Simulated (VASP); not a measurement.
# InSb3 (Pm-3m) in VASP: notebook, part 2 of 2

VASP 6.6.1.

### Step 3. Phonons, LDA

Contents of POSCAR:

```
InSb3
1.0
    4.8063670000      0.0000000000      0.0000000000
    0.0000000000      4.8063670000      0.0000000000
    0.0000000000      0.0000000000      4.8063670000
Sb In
3 1
Direct
    0.5000000000      0.5000000000      0.0000000000
    0.0000000000      0.5000000000      0.5000000000
    0.5000000000      0.0000000000      0.5000000000
    0.0000000000      0.0000000000      0.0000000000
```

Contents of INCAR.step1:

```
  PREC = Accurate
  ENCUT = 600
  EDIFF = 1E-8
  ISMEAR = 0
  SIGMA = 0.02
  LREAL = False
  LASPH = True
  NELM = 80
  ALGO = Normal
  ISIF = 3
  LWAVE = False
  LCHARG = False
  IBRION = 2
  NSW = 40
  EDIFFG = -0.002
  KPAR = 4
```

Contents of INCAR.step2:

```
  PREC = Accurate
  ENCUT = 600
  EDIFF = 1E-8
  ISMEAR = 0
  SIGMA = 0.02
  LREAL = False
  LASPH = True
  NELM = 80
  ALGO = Normal
  ISIF = 2
  LWAVE = False
  LCHARG = False
  IBRION = 8
  NSW = 1
  LEPSILON = True
  KPAR = 4
```

Contents of KPOINTS:

```
Automatic mesh
0
Gamma
  6 6 6
```

Potentials or basis: VASP PAW LDA potentials, release 64 (Sb, In_d).

Launch:

```console
$ cat potpaw_LDA.64/Sb/POTCAR potpaw_LDA.64/In_d/POTCAR > POTCAR
$ cp INCAR.step1 INCAR
$ mpirun -np 4 vasp_std > vasp.out
$ cp CONTCAR POSCAR
$ cp INCAR.step2 INCAR
$ mpirun -np 4 vasp_std > vasp.out
```

OUTCAR:

```text
PREC = Accurate
   ENCUT = 600
   EDIFF = 1E-8
   ISMEAR = 0
   LREAL = False
   LASPH = True
   NELM = 80
   ISIF = 2
   IBRION = 8
   NSW = 1
   LEPSILON = True

 ion  position               nearest neighbor table
   1  0.500  0.500  0.000-   2 3.32   3 3.32   4 3.32   2 3.32   3 3.32   3 3.32   4 3.32   3 3.32
                             2 3.32   4 3.32   2 3.32   4 3.32
   2  0.000  0.500  0.500-   1 3.32   3 3.32   4 3.32   1 3.32   4 3.32   3 3.32   4 3.32   4 3.32
                             1 3.32   3 3.32   1 3.32   3 3.32
   3  0.500  0.000  0.500-   1 3.32   2 3.32   4 3.32   1 3.32   4 3.32   1 3.32   2 3.32   1 3.32
                             2 3.32   4 3.32   4 3.32   2 3.32
   4  0.000  0.000  0.000-   1 3.32   2 3.32   3 3.32   2 3.32   3 3.32   1 3.32   2 3.32   2 3.32
                             1 3.32   3 3.32   3 3.32   1 3.32

  LATTYP: Found a simple cubic cell.
 ALAT       =     4.6956711728

  Lattice vectors:

 A1 = (   4.6956711728,   0.0000000000,   0.0000000000)
 A2 = (   0.0000000000,   4.6956711728,   0.0000000000)
 A3 = (   0.0000000000,   0.0000000000,   4.6956711728)

Analysis of symmetry for initial positions (statically):
=====================================================================
 Subroutine PRICEL returns:
 Original cell was already a primitive cell.

 Routine SETGRP: Setting up the symmetry group for a
 simple cubic supercell.

 Subroutine GETGRP returns: Found 48 space group operations
 (whereof 48 operations were pure point group operations)
 out of a pool of 48 trial point group operations.

The static configuration has the point symmetry O_h .

Analysis of symmetry for dynamics (positions and initial velocities):
=====================================================================
 Subroutine PRICEL returns:
 Original cell was already a primitive cell.

 Routine SETGRP: Setting up the symmetry group for a
 simple cubic supercell.

 Subroutine GETGRP returns: Found 48 space group operations
 (whereof 48 operations were pure point group operations)
 out of a pool of 48 trial point group operations.

The dynamic configuration has the point symmetry O_h .

 Subroutine INISYM returns: Found 48 space group operations
 (whereof 48 operations are pure point group operations),
 and found     1 'primitive' translations

----------------------------------------------------------------------------------------

[... 651 lines left out ...]
 ------------------------------------------------------
        2802.270205     0.000000    -0.000000
           0.000000  2802.270205     0.000000
           0.000000     0.000000  2802.270205
 ------------------------------------------------------

 PIEZOELECTRIC TENSOR (including local field effects)  for field in x, y, z        (e  Angst)
          XX          YY          ZZ          XY          YZ          ZX
  --------------------------------------------------------------------------------
  x     0.00000     0.00000     0.00000     0.00000     0.00000     0.00000
  y     0.00000     0.00000     0.00000     0.00000     0.00000     0.00000
  z     0.00000     0.00000     0.00000     0.00000     0.00000     0.00000

 PIEZOELECTRIC TENSOR (including local field effects)  for field in x, y, z        (C/m^2)
          XX          YY          ZZ          XY          YZ          ZX
  --------------------------------------------------------------------------------
  x     0.00000     0.00000     0.00000     0.00000     0.00000     0.00000
  y     0.00000     0.00000     0.00000     0.00000     0.00000     0.00000
  z     0.00000     0.00000     0.00000     0.00000     0.00000     0.00000

 BORN EFFECTIVE CHARGES (including local field effects) (in |e|, cummulative output)
 ---------------------------------------------------------------------------------
 ion    1
    1     3.37668    -0.00000    -0.00000
    2     0.00000     3.37668    -0.00000
    3     0.00000    -0.00000   -17.79804
 ion    2
    1   -17.79804     0.00000     0.00000
    2    -0.00000     3.37668    -0.00000
    3    -0.00000    -0.00000     3.37668
 ion    3
    1     3.37668     0.00000    -0.00000
    2    -0.00000   -17.79804     0.00000
    3    -0.00000    -0.00000     3.37668
 ion    4
    1    11.04469    -0.00000    -0.00000
    2     0.00000    11.04469     0.00000
    3    -0.00000     0.00000    11.04469

 INTERNAL STRAIN TENSOR FOR ION    4 for displacements in x,y,z  (eV/Angst):
          X           Y           Z          XY          YZ          ZX
  --------------------------------------------------------------------------------
  x     0.00000     0.00000     0.00000     0.00000     0.00000     0.00000
  y     0.00000     0.00000     0.00000     0.00000     0.00000     0.00000
  z     0.00000     0.00000     0.00000     0.00000     0.00000     0.00000

 SECOND DERIVATIVES (NOT SYMMETRIZED)
 ------------------------------------
               1X          1Y          1Z          2X          2Y          2Z          3X          3Y          3Z          4X          4Y          4Z
  1X    -0.579744    0.000000    0.000000    0.475997    0.000000    0.000000   -1.100818    0.000000    0.000000    1.204565    0.000000    0.000000
  1Y     0.000000   -0.579744    0.000000    0.000000   -1.100818    0.000000    0.000000    0.475997    0.000000    0.000000    1.204565    0.000000
  1Z     0.000000    0.000000   -0.085216    0.000000   -0.000000    0.474994   -0.000000    0.000000    0.474994   -0.000000   -0.000000   -0.864773
  2X     0.474994    0.000000    0.000000   -0.085216    0.000000   -0.000000    0.474994    0.000000   -0.000000   -0.864773   -0.000000   -0.000000
  2Y     0.000000   -1.100818    0.000000    0.000000   -0.579744    0.000000    0.000000    0.475997    0.000000    0.000000    1.204565    0.000000
  2Z     0.000000    0.000000    0.475997    0.000000    0.000000   -0.579744    0.000000    0.000000   -1.100818    0.000000    0.000000    1.204565
  3X    -1.100818    0.000000    0.000000    0.475997    0.000000    0.000000   -0.579744    0.000000    0.000000    1.204565    0.000000    0.000000
  3Y    -0.000000    0.474994    0.000000    0.000000    0.474994   -0.000000    0.000000   -0.085216   -0.000000   -0.000000   -0.864773   -0.000000
  3Z     0.000000    0.000000    0.475997    0.000000    0.000000   -1.100818    0.000000    0.000000   -0.579744    0.000000    0.000000    1.204565
  4X     1.213096   -0.000000    0.000000   -0.860427    0.000000   -0.000000    1.213096    0.000000   -0.000000   -1.565765    0.000000    0.000000
  4Y    -0.000000    1.213096    0.000000    0.000000    1.213096   -0.000000    0.000000   -0.860427   -0.000000    0.000000   -1.565765    0.000000
  4Z     0.000000   -0.000000   -0.860427   -0.000000    0.000000    1.213096    0.000000    0.000000    1.213096   -0.000000   -0.000000   -1.565765

 Eigenvectors and eigenvalues of the dynamical matrix
 ----------------------------------------------------

   1 f  =    2.748178 THz    17.267313 2PiTHz   91.669358 cm-1    11.365547 meV
             X         Y         Z           dx          dy          dz
      2.347836  2.347836  0.000000    -0.000860   -0.474388    0.000000
      0.000000  2.347836  2.347836     0.000522   -0.474388    0.000000
      2.347836  0.000000  2.347836    -0.000860    0.287781   -0.000000
      0.000000  0.000000  0.000000     0.001239    0.683440    0.000000
[... 71 lines left out ...]
  12 f/i=    1.022742 THz     6.426078 2PiTHz   34.115002 cm-1     4.229719 meV
             X         Y         Z           dx          dy          dz
      2.347836  2.347836  0.000000    -0.019677    0.205405   -0.000000
      0.000000  2.347836  2.347836    -0.000000   -0.205405   -0.676330
      2.347836  0.000000  2.347836     0.019677    0.000000    0.676330
      0.000000  0.000000  0.000000     0.000000   -0.000000    0.000000

--------------------------------------------------------------------------------------------------------

 MACROSCOPIC STATIC DIELECTRIC TENSOR IONIC CONTRIBUTION
 ------------------------------------------------------
           0.449749     0.000000    -0.000000
           0.000000     0.449749     0.000000
          -0.000000     0.000000     0.449749
 ------------------------------------------------------

 ELASTIC MODULI CONTR FROM IONIC RELAXATION (kBar)
 Direction    XX          YY          ZZ          XY          YZ          ZX
 --------------------------------------------------------------------------------
 XX           0.0000      0.0000      0.0000      0.0000      0.0000      0.0000
 YY           0.0000      0.0000      0.0000      0.0000      0.0000      0.0000
 ZZ           0.0000      0.0000      0.0000      0.0000      0.0000      0.0000
 XY           0.0000      0.0000      0.0000      0.0000      0.0000      0.0000
 YZ           0.0000      0.0000      0.0000      0.0000      0.0000      0.0000
 ZX           0.0000      0.0000      0.0000      0.0000      0.0000      0.0000
 --------------------------------------------------------------------------------

 PIEZOELECTRIC TENSOR IONIC CONTR  for field in x, y, z        (C/m^2)
          XX          YY          ZZ          XY          YZ          ZX
  --------------------------------------------------------------------------------
  x     0.00000     0.00000     0.00000     0.00000     0.00000     0.00000
  y     0.00000     0.00000     0.00000     0.00000     0.00000     0.00000
  z     0.00000     0.00000     0.00000     0.00000     0.00000     0.00000
```

Run time: 3.5 min. Hardware: 4 MPI ranks of Intel Xeon Platinum 8559C (Emerald Rapids), shared host; peak memory 0.52 GiB.

Results:

| Quantity | Value |
| --- | --- |
| Relaxed volume | 25.88 Å³/atom |
| Relaxed cell | a = 4.696 Å, b = 4.696 Å, c = 4.696 Å, α = 90.00°, β = 90.00°, γ = 90.00° |
| Space group after relaxing (to 0.05 Å) | Pm-3m (No. 221) |
| Electronic dielectric tensor (diagonal) | 2802.27 |
| Born charges (mean of the diagonal) | Sb -3.68; In +11.04 e |
| Highest phonon frequency at Γ, LO-TO splitting left out | 92 cm⁻¹ |
| Most unstable mode | 34i cm⁻¹ |

Step by step:
```csv
step,energy change (eV),largest force (eV/Å),pressure (GPa),volume (Å³)
1,0.0000,0.0000,-3.81,111.03
2,-0.0792,0.0000,1.81,100.77
3,-0.0946,0.0000,0.01,103.54
```

Final structure:
```yaml
crystal:
  lattice:
    - [4.69567, 0.00000, 0.00000]
    - [0.00000, 4.69567, 0.00000]
    - [0.00000, 0.00000, 4.69567]
  atoms:
    - { symbol: Sb, position: [0.50000, 0.50000, 0.00000] }
    - { symbol: Sb, position: [0.00000, 0.50000, 0.50000] }
    - { symbol: Sb, position: [0.50000, 0.00000, 0.50000] }
    - { symbol: In, position: [0.00000, 0.00000, 0.00000] }
```

Phonon frequencies in cm⁻¹ (negative: imaginary):
```csv
q point,frequencies
"(0.000, 0.000, 0.000)",-34 -34 -34 -27 -27 -27 0 0 0 92 92 92
```

Electronic dielectric tensor:
```
2802.27    0.00    0.00
   0.00 2802.27    0.00
   0.00    0.00 2802.27
```

Born effective charge tensors (e):
atom 1, Sb
```
  3.38   0.00   0.00
  0.00   3.38   0.00
  0.00   0.00 -17.80
```
atom 2, Sb
```
-17.80   0.00   0.00
  0.00   3.38   0.00
  0.00   0.00   3.38
```
atom 3, Sb
```
  3.38   0.00   0.00
  0.00 -17.80   0.00
  0.00   0.00   3.38
```
atom 4, In
```
11.04  0.00  0.00
 0.00 11.04  0.00
 0.00  0.00 11.04
```

Caveat: some modes are imaginary.

### Step 4. The reference run

An earlier run on the cell as given: functional PBEsol; potentials or basis VASP PAW PBE potentials, release 64 (Sb, In_d); cutoff 520 eV; k mesh 6 × 6 × 6; occupations fermi-dirac, width 0.05 eV; no spin polarisation.

* Pressure: -2.7 GPa
* Band gap on the k mesh: none (metal or under the smearing width)
